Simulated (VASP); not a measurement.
**A VASP 6.6.1 single-point calculation on CaSe**

INCAR

```
EDIFF = 1E-7
LREAL = .FALSE.
GGA = PE
SIGMA = 0.02
LASPH = .TRUE.
LWAVE = .FALSE.
ISIF = 2
ENCUT = 520
NELM = 120
AMIX = 0.2
LCHARG = .FALSE.
ISYM = 1
PREC = Accurate
ISMEAR = -1
IBRION = -1
IMIX = 1
NBANDS = 24
NSW = 0
```

KPOINTS

```
KPOINTS created by Atomic Simulation Environment
0
Gamma
6 6 4
0 0 0
```

POSCAR

```
Ca Se
 1.0000000000000000
     4.9305127248235374    0.0000000000000000    0.0000000000000000
    -2.4652563624117687    4.2699492733796163    0.0000000000000000
     0.0000000000000000    0.0000000000000000    5.9029341788999998
 Ca  Se
   2   2
Cartesian
 -0.0000000000000001  2.8466328489197434 -0.3689333861812497
  2.4652563624117687  1.4233164244598717  2.5825337032687501
 -0.0000000000000001  2.8466328489197434  2.5825337032687501
  2.4652563624117687  1.4233164244598717  5.5340007927187500
```

The recommended PBE PAW datasets give the neutral cell 32 valence electrons.

Command

```
mpirun -np 1 vasp_std
```

How does this run end, and what does it give?

It converged. Results: gap between bands v and c on the k mesh 2.39 eV; least direct gap on the k mesh 2.64 eV; pressure 1.6 GPa. Band v is the last that the valence electrons fill when counted band by band, and c is the next.

OSZICAR

```
N       E                     dE             d eps       ncg     rms          rms(c)
DAV:   1     0.268053420944E+03    0.26805E+03   -0.15021E+04  1008   0.120E+03
DAV:   2     0.840883923365E+00   -0.26721E+03   -0.25477E+03  1200   0.328E+02
DAV:   3    -0.179264037787E+02   -0.18767E+02   -0.18641E+02  1648   0.722E+01
DAV:   4    -0.190840080612E+02   -0.11576E+01   -0.11546E+01  1656   0.158E+01
DAV:   5    -0.191245178226E+02   -0.40510E-01   -0.40508E-01  1456   0.187E+00    0.609E+00
DAV:   6    -0.187626689274E+02    0.36185E+00   -0.25257E-01  1336   0.179E+00    0.484E+00
DAV:   7    -0.185957461573E+02    0.16692E+00   -0.13510E-01  1408   0.133E+00    0.387E+00
DAV:   8    -0.185192974441E+02    0.76449E-01   -0.53693E-02  1392   0.912E-01    0.312E+00
DAV:   9    -0.184838049700E+02    0.35492E-01   -0.24828E-02  1376   0.677E-01    0.252E+00
DAV:  10    -0.184678522935E+02    0.15953E-01   -0.11881E-02  1384   0.511E-01    0.204E+00
...
DAV:  47    -0.184695656258E+02   -0.76856E-06   -0.10895E-07  1016   0.122E-03    0.226E-03
DAV:  48    -0.184695662119E+02   -0.58610E-06   -0.83159E-08   952   0.106E-03    0.195E-03
DAV:  49    -0.184695666582E+02   -0.44630E-06   -0.63792E-08   928   0.932E-04    0.169E-03
DAV:  50    -0.184695669977E+02   -0.33955E-06   -0.51784E-08   912   0.826E-04    0.146E-03
DAV:  51    -0.184695672558E+02   -0.25806E-06   -0.39293E-08   888   0.712E-04    0.127E-03
DAV:  52    -0.184695674515E+02   -0.19577E-06   -0.29634E-08   840   0.616E-04    0.110E-03
DAV:  53    -0.184695675998E+02   -0.14829E-06   -0.22933E-08   840   0.538E-04    0.955E-04
DAV:  54    -0.184695677120E+02   -0.11214E-06   -0.17413E-08   792   0.466E-04    0.830E-04
DAV:  55    -0.184695677964E+02   -0.84447E-07   -0.13269E-08   784   0.405E-04
   1 F= -.18469568E+02 E0= -.18469568E+02  d E =-.160513E-12
```

For comparison, a separate PBE run of the intended cell, on usual settings and not on those above, gives a gap of 2.39 eV on its mesh and a pressure of 1.6 GPa.
